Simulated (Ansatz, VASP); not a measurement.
TiCo in VASP and in Ansatz

File POSCAR:

```
TiCo
1.0
    0.0000000000      2.4150006822      2.4150006822
    2.4150006822      0.0000000000      2.4150006822
    2.4150006822      2.4150006822      0.0000000000
Ti Co
1 1
Direct
    0.0000000000      0.0000000000      0.0000000000
    0.7500000000      0.7500000000      0.7500000000
```

INCAR.step1

```
SYSTEM = TiCo
PREC = Accurate
ENCUT = 520
ISMEAR = 0
SIGMA = 0.1
LREAL = .FALSE.
LASPH = .TRUE.
NELM = 150
ISPIN = 2
MAGMOM = 0 3
LMAXMIX = 4
NBANDS = 22
GGA = PE
ALGO = Normal
EDIFF = 1E-4
LWAVE = .TRUE.
LCHARG = .FALSE.
```

File INCAR.step2:

```
SYSTEM = TiCo
PREC = Accurate
ENCUT = 520
EDIFF = 1E-7
ISMEAR = 0
SIGMA = 0.1
LREAL = .FALSE.
LASPH = .TRUE.
NELM = 150
ALGO = Normal
ISIF = 2
LWAVE = .FALSE.
LCHARG = .FALSE.
ISPIN = 2
MAGMOM = 0 3
LORBIT = 11
LMAXMIX = 4
METAGGA = R2SCAN
LMIXTAU = .TRUE.
NBANDS = 22
ISTART = 1
```

Contents of KPOINTS:

```
Automatic mesh
0
G
  6 6 6
  0 0 0
```

Input for Ansatz:

```yaml
crystal:
  lattice:
    - [0.0, 2.4150006822, 2.4150006822]
    - [2.4150006822, 0.0, 2.4150006822]
    - [2.4150006822, 2.4150006822, 0.0]
  atoms:
    - { symbol: Ti, position: [0.0, 0.0, 0.0] }
    - { symbol: Co, position: [0.75, 0.75, 0.75], spin: 3.0 }
basis:
  ecutwfc: 500
kpoints:
  mp_grid: { grid: [6, 6, 6] }
hamiltonian:
  xc: r2scan
scf:
  occupations: { method: gaussian, width: 0.1 }
  lower_state_search: "off"
output:
  forces: true
  stress: true
  eigenvalues: true
  populations: true
magnetization:
  spin_polarized: true
```

Alike in both runs: task single point; functional r2SCAN; k mesh 6 × 6 × 6; occupations gaussian, width 0.1 eV; collinear spin.

```csv
,VASP,Ansatz
version,VASP 6.6.1,Ansatz 0.2.0
potentials or method,"VASP PAW PBE potentials, release 64 (Ti_sv, Co)","scalar-relativistic, plane waves, PAW"
plane-wave cutoff (eV),520,500
valence electrons in the cell,21,29
```

VASP gave:

- gap on the k mesh at the Fermi level (eV): none
- net moment per atom (μB): 0.33
- size of the moment on the site where the two differ most (μB): 0.45

Q: Estimate Ansatz's values.

A: gap on the k mesh at the Fermi level (eV): none; net moment per atom (μB): 0.33; size of the moment on the site where the two differ most (μB): 0.32.

Site moments also hang on the region over which each program counts them. A gap of «none» marks a metal or a gap that the smearing closes. The two sets of potentials don't hold the same shells in valence. Ansatz warned: «stability_check_not_made».

Caveats: the k mesh is coarse (spacing up to 0.38 Å⁻¹), so the values aren't converged.
